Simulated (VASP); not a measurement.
# SiC (F-43m) in VASP: further runs

One crystal, SiC, is run at these levels: PBE; tasks: relaxation of cell and atoms.

All numbers are computed with VASP 6.6.1; they aren't measurements. Logs are shortened: lines on timing, memory, paths and dates and some standing lists are left out, and cuts for length are marked.

## (1) The crystal as given

Symmetry: F-43m, No. 216, cubic system. Conventional cell: a = 4.358 Å, b = 4.358 Å, c = 4.358 Å, α = 90.00°, β = 90.00°, γ = 90.00°. Si (site symmetry -43m) has 4 C at 1.89 Å as nearest neighbours. Around C (site symmetry -43m) lie 4 Si at 1.89 Å.

## (2) Relaxation of cell and atoms, PBE

Contents of INCAR:

```
ALGO     = Normal         # electronic algorithm
EDIFF    = 1E-7           # SCF threshold, eV
EDIFFG   = -0.002         # ionic threshold
ENCUT    = 520            # plane-wave cutoff, eV
GGA      = PE             # functional
IBRION   = 2              # ionic algorithm
ISIF     = 3              # what is computed and relaxed
ISMEAR   = 0              # smearing method
LASPH    = T              # aspherical terms in the spheres
LCHARG   = F              # write CHGCAR
LREAL    = F              # projectors in reciprocal space
LWAVE    = F              # write WAVECAR
NELM     = 100            # most SCF steps
NSW      = 80             # ionic steps
PREC     = Accurate       # precision mode
SIGMA    = 0.02           # smearing width, eV
```

Contents of KPOINTS:

```
k-points
0
Gamma
  4 4 4
```

Contents of POSCAR:

```
SiC
1.0
    0.0000000000      2.1790000000      2.1790000000
    2.1790000000      0.0000000000      2.1790000000
    2.1790000000      2.1790000000      0.0000000000
Si C
1 1
Direct
    0.0000000000      0.0000000000      0.0000000000
    0.2500000000      0.2500000000      0.2500000000
```

Potentials or basis: VASP PAW PBE potentials, release 64 (Si, C).

The run is started by

```bash
$ cat potpaw_PBE.64/Si/POTCAR potpaw_PBE.64/C/POTCAR > POTCAR
$ mpirun -np 1 vasp_std > vasp.out
```

OUTCAR:

```text
EDIFF = 1E-7
   EDIFFG = -0.002
   ENCUT = 520
   GGA = PE
   IBRION = 2
   ISIF = 3
   ISMEAR = 0
   LASPH = T
   LREAL = F
   NELM = 100
   NSW = 80
   PREC = Accurate

 ion  position               nearest neighbor table
   1  0.000  0.000  0.000-   2 1.89   2 1.89   2 1.89   2 1.89
   2  0.250  0.250  0.250-   1 1.89   1 1.89   1 1.89   1 1.89

  LATTYP: Found a face centered cubic cell.
 ALAT       =     4.3580000000

  Lattice vectors:

 A1 = (   0.0000000000,   2.1790000000,   2.1790000000)
 A2 = (   2.1790000000,   0.0000000000,   2.1790000000)
 A3 = (   2.1790000000,   2.1790000000,   0.0000000000)

Analysis of symmetry for initial positions (statically):
=====================================================================
 Subroutine PRICEL returns:
 Original cell was already a primitive cell.

 Routine SETGRP: Setting up the symmetry group for a
 face centered cubic supercell.

 Subroutine GETGRP returns: Found 24 space group operations
 (whereof 24 operations were pure point group operations)
 out of a pool of 48 trial point group operations.

The static configuration has the point symmetry T_d .

Analysis of symmetry for dynamics (positions and initial velocities):
=====================================================================
 Subroutine PRICEL returns:
 Original cell was already a primitive cell.

 Routine SETGRP: Setting up the symmetry group for a
 face centered cubic supercell.

 Subroutine GETGRP returns: Found 24 space group operations
 (whereof 24 operations were pure point group operations)
 out of a pool of 48 trial point group operations.

The dynamic configuration has the point symmetry T_d .

 Subroutine INISYM returns: Found 24 space group operations
 (whereof 24 operations are pure point group operations),
 and found     1 'primitive' translations

----------------------------------------------------------------------------------------

                                     Primitive cell

  volume of cell :      20.6920

  direct lattice vectors                    reciprocal lattice vectors
     0.000000000  2.179000000  2.179000000    -0.229463056  0.229463056  0.229463056
     2.179000000  0.000000000  2.179000000     0.229463056 -0.229463056  0.229463056
     2.179000000  2.179000000  0.000000000     0.229463056  0.229463056 -0.229463056

  length of vectors
     3.081571352  3.081571352  3.081571352     0.397441672  0.397441672  0.397441672

  position of ions in fractional coordinates (direct lattice)
     0.000000000  0.000000000  0.000000000
     0.250000000  0.250000000  0.250000000

  ion indices of the primitive-cell ions
   primitive index   ion index
                 1           1
                 2           2

----------------------------------------------------------------------------------------

 KPOINTS: k-points

Automatic generation of k-mesh.
 Grid dimensions read from file:
 generate k-points for:    4    4    4

 Generating k-lattice:

  Cartesian coordinates                     Fractional coordinates (reciprocal lattice)
    -0.057365764  0.057365764  0.057365764     0.250000000  0.000000000  0.000000000
     0.057365764 -0.057365764  0.057365764     0.000000000  0.250000000  0.000000000
     0.057365764  0.057365764 -0.057365764     0.000000000  0.000000000  0.250000000

  Length of vectors
     0.099360418  0.099360418  0.099360418

  Shift w.r.t. Gamma in fractional coordinates (k-lattice)
     0.000000000  0.000000000  0.000000000

 Subroutine IBZKPT returns following result:
 ===========================================

 Found      8 irreducible k-points:

 Following reciprocal coordinates:
            Coordinates               Weight
  0.000000  0.000000  0.000000      1.000000
  0.250000  0.000000  0.000000      8.000000
  0.500000  0.000000  0.000000      4.000000
  0.250000  0.250000  0.000000      6.000000
  0.500000  0.250000  0.000000     24.000000
 -0.250000  0.250000  0.000000     12.000000
  0.500000  0.500000  0.000000      3.000000
 -0.250000  0.500000  0.250000      6.000000
   k-points           NKPTS =      8   k-points in BZ     NKDIM =      8   number of bands    NBANDS=      8
   number of dos      NEDOS =    301   number of ions     NIONS =      2
   total plane-waves  NPLWV =  13824
   dimension x,y,z NGX =    24 NGY =   24 NGZ =   24
   dimension x,y,z NGXF=    48 NGYF=   48 NGZF=   48
   ions per type =               1   1
   NGX,Y,Z   is equivalent  to a cutoff of  12.95, 12.95, 12.95 a.u.
   NGXF,Y,Z  is equivalent  to a cutoff of  25.90, 25.90, 25.90 a.u.
 SYSTEM =  unknown system
   PREC   = accura    normal or accurate (medium, high low for compatibility)
   ISTART =      0    job   : 0-new  1-cont  2-samecut
   ICHARG =      2    charge: 1-file 2-atom 10-const
   ISPIN  =      1    spin polarized calculation?
   LNONCOLLINEAR =      F non collinear calculations
   LSORBIT =      F    spin-orbit coupling
   LASPH  =      T    aspherical Exc in radial PAW
   ENCUT  =  520.0 eV  38.22 Ry    6.18 a.u.   5.73  5.73  5.73*2*pi/ulx,y,z
   NELM   =    100;   NELMIN=  2; NELMDL= -5     # of ELM steps
   EDIFF  = 0.1E-06   stopping-criterion for ELM
   LREAL  =      F    real-space projection
   EDIFFG = -.2E-02   stopping-criterion for IOM
   NSW    =     80    number of steps for IOM
   IBRION =      2    ionic relax: 0-MD 1-quasi-New 2-CG
   NFREE  =      1    steps in history (QN), initial steepest desc. (CG)
   ISIF   =      3    stress and relaxation
   ISYM   =      2    0-nonsym 1-usesym 2-fastsym
   POTIM  = 0.5000    time-step for ionic-motion
   TEBEG  =    0.0;   TEEND  =   0.0 temperature during run
   PSTRESS=    0.0 pullay stress
   NELECT =       8.0000    total number of electrons
   NUPDOWN=      -1.0000    fix difference up-down
   EMIN   =  10.00;   EMAX   =-10.00  energy-range for DOS
   EFERMI =   0.00;   METHOD = LEGACY
   ISMEAR =     0;   SIGMA  =   0.02  broadening in eV -4-tet -1-fermi 0-gaus
   EFERMI_NEDOS =   21; number of points for ismear=-14 and -15
   IALGO  =     38    algorithm
   IMIX   =      4    mixing-type and parameters
     AMIX     =   0.40;   BMIX     =  1.00
     AMIX_MAG =   1.60;   BMIX_MAG =  1.00
  volume/ion in A,a.u.               =      10.35        69.82
  Fermi-wavevector in a.u.,A,eV,Ry     =   1.192626  2.253736 19.352338  1.422357
  Thomas-Fermi vector in A             =   2.328660
   LORBIT       =      0    0 simple, 1 ext, 2 COOP (PROOUT), +10 PAW based schemes
   GGA     = PE    functional components
   LHFCALC =     F    Hartree Fock is set to
   AEXX    =    0.0000 exact exchange contribution
   IVDW    =     0    specifies the selected vdW correction
   LEPSILON=     F    determine dielectric tensor
   LRPA    =     F    only Hartree local field effects (RPA)
 conjugate gradient relaxation of ions
 non-spin polarized calculation
 Gauss-broadening in eV      SIGMA  =   0.02
  energy-cutoff  :      520.00
  volume of cell :       20.69
 maximum number of plane-waves:       568
 NGX is ok and might be reduce to    24
   NGX = 11   NGY = 11   NGZ = 11

--------------------------------------- Ionic step        1  -------------------------------------------

 number of electron       8.0000001 magnetization

 Free energy of the ion-electron system (eV)
  ---------------------------------------------------
  ext. energy  EPLUGINS =         0.00000000
  ---------------------------------------------------
  free energy    TOTEN  =       -14.93182173 eV

  energy without entropy =      -14.93182173  energy(sigma->0) =      -14.93182173

------------------------ aborting loop because EDIFF is reached ----------------------------------------

  FORCE on cell =-STRESS in cart. coord.  units (eV):
  Direction    XX          YY          ZZ          XY          YZ          ZX
  --------------------------------------------------------------------------------------
  -------------------------------------------------------------------------------------
  Total        0.4667354      0.4667354      0.4667354     -0.0000000      0.0000000     -0.0000000
  in kB       36.1392917     36.1392917     36.1392917     -0.0000000      0.0000000     -0.0000000
  external PRESSURE =      36.1392917 kB  Pullay stress =       0.0000000 kB

 VOLUME and BASIS-vectors are now :
 -----------------------------------------------------------------------------
  energy-cutoff  :      520.00
  volume of cell :       20.69
      direct lattice vectors                 reciprocal lattice vectors
     0.000000000  2.179000000  2.179000000    -0.229463056  0.229463056  0.229463056
     2.179000000  0.000000000  2.179000000     0.229463056 -0.229463056  0.229463056
     2.179000000  2.179000000  0.000000000     0.229463056  0.229463056 -0.229463056
[... 37 lines left out ...]
 POSITION                                       TOTAL-FORCE (eV/Angst)
 -----------------------------------------------------------------------------------
      0.00000      0.00000      0.00000        -0.000000     -0.000000      0.000000
      1.10177      1.10177      1.10177         0.000000      0.000000     -0.000000
 -----------------------------------------------------------------------------------
    total drift:                                0.000000      0.000000      0.000000

  FREE ENERGIE OF THE ION-ELECTRON SYSTEM (eV)
  ---------------------------------------------------
  free  energy   TOTEN  =       -14.9315956819 eV

  energy  without entropy=      -14.9315956819  energy(sigma->0) =      -14.93159568

--------------------------------------- Ionic step        3  -------------------------------------------

 number of electron       8.0000001 magnetization

 Free energy of the ion-electron system (eV)
  ---------------------------------------------------
  ext. energy  EPLUGINS =         0.00000000
  ---------------------------------------------------
  free energy    TOTEN  =       -14.93563638 eV

  energy without entropy =      -14.93563638  energy(sigma->0) =      -14.93563638

 E-fermi :   8.1219     XC(G=0): -11.2685

 val. band max:        7.9810051824   @ k =   0.0000   0.0000   0.0000
 cond. band min:       9.3063204452   @ k =   0.5000   0.5000   0.0000
 fundamental gap:      1.3253152629
 Fermi energy:         8.1218682815

 k-point     1 :       0.0000    0.0000    0.0000
  band No.  band energies     occupation
      1      -7.3194      2.00000
      2       7.9810      2.00000
      3       7.9810      2.00000
      4       7.9810      2.00000
      5      14.0123      0.00000
      6      15.1246      0.00000
      7      15.1246      0.00000
      8      15.1246      0.00000

 k-point     2 :       0.2500    0.0000    0.0000
  band No.  band energies     occupation
      1      -6.1380      2.00000
      2       3.7001      2.00000
      3       7.3730      2.00000
      4       7.3730      2.00000
      5      13.7934      0.00000
      6      15.7391      0.00000
      7      15.7391      0.00000
      8      17.1769      0.00000
[... 86 lines left out ...]
 POSITION                                       TOTAL-FORCE (eV/Angst)
 -----------------------------------------------------------------------------------
      0.00000      0.00000      0.00000         0.000000      0.000000      0.000000
      1.09551      1.09551      1.09551        -0.000000     -0.000000     -0.000000
 -----------------------------------------------------------------------------------
    total drift:                                0.000000      0.000000      0.000000

  FREE ENERGIE OF THE ION-ELECTRON SYSTEM (eV)
  ---------------------------------------------------
  free  energy   TOTEN  =       -14.9356363778 eV

  energy  without entropy=      -14.9356363778  energy(sigma->0) =      -14.93563638

 reached required accuracy - stopping structural energy minimisation
```

Wall time 6.6 s (1 thread of Intel Xeon Platinum 8259CL at 2.50GHz (Skylake/Cascade Lake), shared host); peak memory 0.12 GiB.

Results:

| Property | Result |
| --- | --- |
| Free energy | -14.9356 eV |
| Relaxed volume | 10.52 Å³/atom |
| Relaxed cell | a = 3.099 Å, b = 3.099 Å, c = 3.099 Å, α = 60.00°, β = 60.00°, γ = 60.00° |
| Space group after relaxing (to 0.05 Å) | F-43m (No. 216) |
| Energy gained by relaxing | 1.9 meV/atom |
| Ionic steps | 3 |
| Pressure after relaxing | 0.0 GPa |
| Band gap on the k mesh | 1.33 eV, indirect (least direct gap 4.50 eV) |

The path:
```tsv
step	energy change (eV)	largest force (eV/Å)	pressure (GPa)	volume (Å³)
1	0.0000	0.0000	3.61	20.69
2	0.0002	0.0000	-3.51	21.40
3	-0.0038	0.0000	0.00	21.04
```

Final structure:
```yaml
crystal:
  lattice:
    - [0.00000, 2.19102, 2.19102]
    - [2.19102, 0.00000, 2.19102]
    - [2.19102, 2.19102, 0.00000]
  atoms:
    - { symbol: Si, position: [0.00000, 0.00000, 0.00000] }
    - { symbol: C, position: [0.25000, 0.25000, 0.25000] }
```

Caveat: the k mesh is coarse (spacing up to 0.62 Å⁻¹), so the values aren't converged.

## (3) Relaxation of cell and atoms, PBE

This run uses another cell than the first one, of 10.52 Å³/atom, 1.017 times its volume.

INCAR is that of step 2.

KPOINTS is that of step 2.

Contents of POSCAR:

```
SiC                                     
1.0
   -0.0000000000      2.1910157017      2.1910157017
    2.1910157017      0.0000000000      2.1910157017
    2.1910157017      2.1910157017     -0.0000000000
  Si              C             
     1     1
Direct
     0.0000000000000000    0.0000000000000000    0.0000000000000000
     0.2500000000000000    0.2500000000000000    0.2500000000000000
```

Potentials or basis: VASP PAW PBE potentials, release 64 (Si, C).

The run is started by

```bash
$ cat potpaw_PBE.64/Si/POTCAR potpaw_PBE.64/C/POTCAR > POTCAR
$ mpirun -np 1 vasp_std > vasp.out
```

OUTCAR:

```text
EDIFF = 1E-7
   EDIFFG = -0.002
   ENCUT = 520
   GGA = PE
   IBRION = 2
   ISIF = 3
   ISMEAR = 0
   LASPH = T
   LREAL = F
   NELM = 100
   NSW = 80
   PREC = Accurate

 ion  position               nearest neighbor table
   1  0.000  0.000  0.000-   2 1.90   2 1.90   2 1.90   2 1.90
   2  0.250  0.250  0.250-   1 1.90   1 1.90   1 1.90   1 1.90

  LATTYP: Found a face centered cubic cell.
 ALAT       =     4.3820314034

  Lattice vectors:

[... 260 lines left out ...]

  FORCE on cell =-STRESS in cart. coord.  units (eV):
  Direction    XX          YY          ZZ          XY          YZ          ZX
  --------------------------------------------------------------------------------------
  -------------------------------------------------------------------------------------
  Total       -0.0006080     -0.0006080     -0.0006080      0.0000000      0.0000000      0.0000000
  in kB       -0.0463073     -0.0463073     -0.0463073      0.0000000      0.0000000      0.0000000
  external PRESSURE =      -0.0463073 kB  Pullay stress =       0.0000000 kB

 VOLUME and BASIS-vectors are now :
 -----------------------------------------------------------------------------
  energy-cutoff  :      520.00
  volume of cell :       21.04
      direct lattice vectors                 reciprocal lattice vectors
     0.000000000  2.191015702  2.191015702    -0.228204663  0.228204663  0.228204663
     2.191015702  0.000000000  2.191015702     0.228204663 -0.228204663  0.228204663
     2.191015702  2.191015702  0.000000000     0.228204663  0.228204663 -0.228204663

 POSITION                                       TOTAL-FORCE (eV/Angst)
 -----------------------------------------------------------------------------------
      0.00000      0.00000      0.00000         0.000000      0.000000      0.000000
      1.09551      1.09551      1.09551        -0.000000     -0.000000     -0.000000
 -----------------------------------------------------------------------------------
    total drift:                                0.000000      0.000000      0.000000

  FREE ENERGIE OF THE ION-ELECTRON SYSTEM (eV)
  ---------------------------------------------------
  free  energy   TOTEN  =       -14.9357177050 eV

  energy  without entropy=      -14.9357177050  energy(sigma->0) =      -14.93571771

 reached required accuracy - stopping structural energy minimisation
```

OSZICAR:

```text
N       E                     dE             d eps       ncg     rms          rms(c)
DAV:   1     0.547582765080E+01    0.54758E+01   -0.41106E+03   128   0.822E+02
DAV:   2    -0.165169086357E+02   -0.21993E+02   -0.21987E+02   184   0.103E+02
DAV:   3    -0.168150545294E+02   -0.29815E+00   -0.29815E+00   128   0.169E+01
DAV:   4    -0.168163400241E+02   -0.12855E-02   -0.12855E-02   216   0.122E+00
DAV:   5    -0.168163401545E+02   -0.13036E-06   -0.13036E-06   128   0.124E-02    0.872E+00
DAV:   6    -0.149992359142E+02    0.18171E+01   -0.76467E+00   144   0.157E+01    0.382E+00
DAV:   7    -0.149427387168E+02    0.56497E-01   -0.35817E-01   176   0.425E+00    0.176E+00
DAV:   8    -0.149352427993E+02    0.74959E-02   -0.19908E-02   136   0.130E+00    0.157E-01
DAV:   9    -0.149355864406E+02   -0.34364E-03   -0.85254E-04   176   0.251E-01    0.100E-01
DAV:  10    -0.149357164059E+02   -0.12997E-03   -0.23699E-04   168   0.121E-01    0.217E-02
DAV:  11    -0.149357173300E+02   -0.92408E-06   -0.42424E-05   152   0.402E-02    0.565E-03
DAV:  12    -0.149357176056E+02   -0.27561E-06   -0.14230E-06   136   0.980E-03    0.144E-03
DAV:  13    -0.149357177250E+02   -0.11942E-06   -0.17457E-07   120   0.348E-03    0.134E-03
DAV:  14    -0.149357177050E+02    0.19957E-07   -0.68572E-09    80   0.691E-04
   1 F= -.14935718E+02 E0= -.14935718E+02  d E =-.149357E+02
```

Wall time 3.4 s (1 thread of Intel Xeon Platinum 8259CL at 2.50GHz (Skylake/Cascade Lake), shared host); peak memory 0.13 GiB.

Results:

- Free energy: -14.9357 eV
- Pressure after relaxing: 0.0 GPa
- Band gap on the k mesh: 1.33 eV, indirect (least direct gap 4.50 eV)

Final structure:
```
Si C
1.0
     0.00000    2.19102    2.19102
     2.19102    0.00000    2.19102
     2.19102    2.19102    0.00000
Si C
1 1
Direct
  0.00000 0.00000 0.00000
  0.25000 0.25000 0.25000
```

Caveat: the k mesh is coarse (spacing up to 0.62 Å⁻¹), so the values aren't converged; the relaxation stopped at its first step, so nothing moved. A k mesh can miss the band edges.
